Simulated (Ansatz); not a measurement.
The same calculation of BaTe, space group Fm-3m as a Python script and as an input file (the Ansatz DFT code, driven from Python).

`deck_bate.py`
```python
"""Single point of BaTe through the engine session."""

from collections import Counter

import ansatz as az
import numpy as np

deck = {
    "crystal": {
        "lattice": [[0.0, 3.41, 3.41], [3.41, 0.0, 3.41], [3.41, 3.41, 0.0]],
        "atoms": [
            {"symbol": "Ba", "position": [0.0, 0.0, 0.0]},
            {"symbol": "Te", "position": [0.5, 0.5, 0.5]},
        ],
    },
    "kpoints": {"mp_grid": {"kspacing": 0.4}},
    "hamiltonian": {"xc": "pbe"},
    "scf": {"occupations": {"method": "fixed"}},
    "basis": {"ecutwfc": 420},
    "output": {"forces": True, "stress": True},
}

planned = az.Session.from_dict(deck).plan(threads=1, pin="off")
outcome = planned.execute()
r = outcome.report

print("%-22s %14.5f eV" % ("F = E - TS", r["free_energy_ev"]))
print("%-22s %14.5f eV" % ("E", r["internal_energy_ev"]))
print("%-22s %14.5f eV" % ("Harris-Foulkes", r["harris_foulkes_ev"]))
print("%-22s %14.5f eV" % ("Fermi level", r["fermi_energy_ev"]))

# forces in eV per angstrom
forces = np.array(r["forces_ev_ang"])
norms = np.linalg.norm(forces, axis=1)
print("largest force {:.4f} eV/A on atom {}".format(norms.max(), norms.argmax()))
print(np.array2string(forces, precision=4, suppress_small=True))

print("energy terms (eV)")
for term, value in r["components"].items():
    if abs(value) > 1e-9:
        print(f"  {term:26s} {value:16.5f}")

told = Counter((n["data"]["severity"], n["data"]["kind"]) for n in outcome.notices if n["event"] == "notice")
for (severity, kind), count in sorted(told.items()):
    print(f"{severity:8s} {kind} x{count}")
```

```console
$ python deck_bate.py
F = E - TS               -12933.03131 eV
E                        -12933.03131 eV
Harris-Foulkes           -12933.03131 eV
Fermi level                   7.24011 eV
largest force 0.0000 eV/A on atom 1
[[-0.  0. -0.]
 [ 0. -0.  0.]]
energy terms (eV)
  e_band                           -311.53376
  e_kinetic                         351.82619
  e_local                         -1764.25026
  e_nonlocal                       -252.60027
  e_hartree                        1006.33620
  e_xc                             -294.21678
  e_vxc                            -242.23831
  e_paw                           -9888.87811
  e_vpaw                           -416.94749
  e_augmentation_tail                -0.00021
  e_ewald                         -2091.24808
audit    band_cg_iterations x1
audit    preconditioner_resolved x1
```

`input.yaml`:
```yaml
crystal:
  lattice:
    - [0.0, 3.41, 3.41]
    - [3.41, 0.0, 3.41]
    - [3.41, 3.41, 0.0]
  atoms:
    - { symbol: Ba, position: [0.0, 0.0, 0.0] }
    - { symbol: Te, position: [0.5, 0.5, 0.5] }
kpoints:
  mp_grid: { kspacing: 0.4 }
hamiltonian:
  xc: pbe
scf:
  occupations: { method: fixed }
basis:
  ecutwfc: 420
output:
  forces: true
  stress: true
```

The program run on that file:
```console
$ ansatz run input.yaml --threads 1 --pin off --max-ram 3072MiB --backend cpu --events-out ev --progress --plain --runs-dir out
Engine: ansatz 0.2.0, aarch64-unknown-linux-gnu
Pseudopotentials: kind: paw
Pseudopotential: Ba, paw, valence charge 10, recommended cutoff 420 eV (normal), Ba.paw.azcp
Pseudopotential: Te, paw, valence charge 16, recommended cutoff 420 eV (normal), Te.paw.azcp
Functional definition: PBE
  parameter kappa = 0.804
  parameter beta = 0.06672455060314922
  exchange = pbe_x(kappa = kappa, mu = beta*pi^2/3)
  correlation = pbe_c(beta = beta)
Crystal: 2 atoms, lattice volume = 79.304 Å³
Basis set: ecut = 420 eV, 1471 PW (Γ), exchange–correlation on 72×72×72 points (8 copies of the dense FFT grid, shifted against one another)
Bands: 17, of which v1, the nominal top of the filled ones, is band 13 counted from 1 (12 counted from 0)
Symmetry: 48 space group operations
Space group: Fm-3m (ITA 225), of the structure as read, at distance tolerance 4.3e-5 Å
k-points: 8 of 64
Non-local potential: Ba, projectors of the file, l = 0: 3, l = 1: 2, l = 2: 2, l = 3: 2
Non-local potential: Te, projectors of the file, l = 0: 2, l = 1: 2, l = 2: 2, l = 3: 2
PAW form: soft (Blöchl's): semilocal exchange-correlation on the pseudo side does not see the compensation charge
PAW one-centre angular grid: Ba, 194 points (default); XC on 64 Gauss nodes
PAW one-centre angular grid: Te, 590 points (default); XC on 64 Gauss nodes
Initial density: superposition of atomic densities (neutral atoms: chi_scale 0, normalization atom), corrected by the library's trained network
Initial wavefunctions: pseudopotential atomic-orbital guess
Functional: x = pbe(κ = 0.804, μ = 0.2195149727645171), c = pbe(β = 0.06672455060314922)
SCF iter   1: F=—  HF=-12933.032404 eV  |F-HF|=—  |Δ(HF+E_count)|=         —  Δρ=5.13e-4  dr2=4.31e-4  ethr=1.77e-3  ⟨swp⟩=5.8  Hψ=668  notcnv=0  defer=11
preconditioner: auto → none  [insulator: Δε(μ)=1.403 eV  Ē_g=11.347 eV  n_scr=14 (ndim 8)  ℏωp=15.6 eV  f_vac=0.005  ε∞_Penn≈2.9]
SCF iter   2: F=—  HF=-12933.031276 eV  |F-HF|=—  |Δ(HF+E_count)|=   1.13e-3  Δρ=2.11e-4  dr2=5.12e-5  ethr=1.66e-6  ⟨swp⟩=2.5  Hψ=339  notcnv=0  defer=14
SCF iter   3: F=—  HF=-12933.031314 eV  |F-HF|=—  |Δ(HF+E_count)|=   3.88e-5  Δρ=8.09e-5  dr2=1.07e-5  ethr=1.97e-7  ⟨swp⟩=2.4  Hψ=210  notcnv=0  defer=14
SCF iter   4: F=—  HF=-12933.031312 eV  |F-HF|=—  |Δ(HF+E_count)|=   1.96e-6  Δρ=2.55e-5  dr2=5.39e-7  ethr=4.10e-8  ⟨swp⟩=2.1  Hψ=240  notcnv=0  defer=14
iter 5 did not close the SCF: its close was put off for the readings that it lacked (scf_convergence_deferred on its scf_iter line)
SCF iter   5: F=-12933.031313 eV  HF=-12933.031313 eV  |F-HF|=9.65e-8  |Δ(HF+E_count)|=   5.99e-7  Δρ=8.78e-6  dr2=6.12e-8  ethr=2.07e-9  ⟨swp⟩=2.8  Hψ=240  notcnv=0  defer=14
SCF iter   6: F=-12933.031313 eV  HF=-12933.031313 eV  |F-HF|=2.12e-9  |Δ(HF+E_count)|=   1.24e-7  Δρ=2.18e-6  dr2=7.52e-9  ethr=2.35e-10  ⟨swp⟩=3.4  Hψ=553  notcnv=0
SCF 1 converged in 6 iterations: F = -12933.031313 eV  dr2 = 7.52e-9
  greatest PAW one-centre occupation: 0.998 electrons in one spin orbital (limit 2), on the Te atom at site 1 (counted from 0), in its partial waves of l = 2
SCF converged after 6 iterations
Free energy (F): -12933.031313 eV
Harris-Foulkes:  -12933.031313 eV  (|F-HF|=2.12e-9)
Internal energy: -12933.031313 eV  (E = F + TS)
E sigma→0 (E₀):  -12933.031313 eV
Fermi energy:    7.240110 eV
--- Per-component energies (eV) ---
  E_band       = -311.533757
  E_kinetic    = 351.826190
  E_local      = -1764.250259  (includes V_loc(G=0)·N_el)
  E_nonlocal   = -252.600268
  E_hartree    = 1006.336200
  E_xc         = -294.216784
  E_vxc        = -242.238307  (∫ρ·V_xc dr)
  E_paw        = -9888.878107  (= ΣΔE_a)
  E_vpaw       = -416.947486  (= ΣTr[D̂ρ^β])
  E_aug_tail   = -0.000206  (compensation charges beyond the density's cutoff)
  E_ewald      = -2091.248078
  E_smearing   = -0.000000  (= −TS)
  E_closure    = 0.000000  (closes the sum)
  Σ components = -12933.031313   (vs F -12933.031313, Δ=0.00e0)
--- Forces (eV/Å), atoms counted from 1 ---
  atom   1  Ba    -0.00000000     0.00000000    -0.00000000
  atom   2  Te     0.00000000    -0.00000000     0.00000000
  max |Σ_I F_I| component: 2.36e-29 eV/Å
--- Stress (GPa, compression-positive) ---
        3.890896       0.000000       0.000000
        0.000000       3.890896       0.000000
       -0.000000      -0.000000       3.890896
  P = ⅓ Tr σ = 3.8909 GPa (38.909 kbar)
```

Reading the output:
- Total energies depend on the potentials; only differences at equal settings carry meaning. A total without «per atom» is that of the cell as typed.
- The energy terms are those on the plane-wave grid, with the one-centre PAW part apart; e_band, e_vxc and e_vpaw aren't summands of the total.
- With fixed filling the reported Fermi level is the top filled level among the k-points of the SCF.
- An absolute Fermi energy rests on an arbitrary zero of the periodic potential and has no direct meaning.
- The starting cell is as deposited in a crystallographic database; the results hold for this polymorph, which needn't be the stable one.
- Gaps and levels are Kohn-Sham values on a finite set of k-points, without spin-orbit coupling.
- It ran for 1.2 s on 1 thread of Arm Neoverse V2 (shared host), peak memory 0.38 GiB.

(Lines on the test bed's own set-up are left out of the output.)
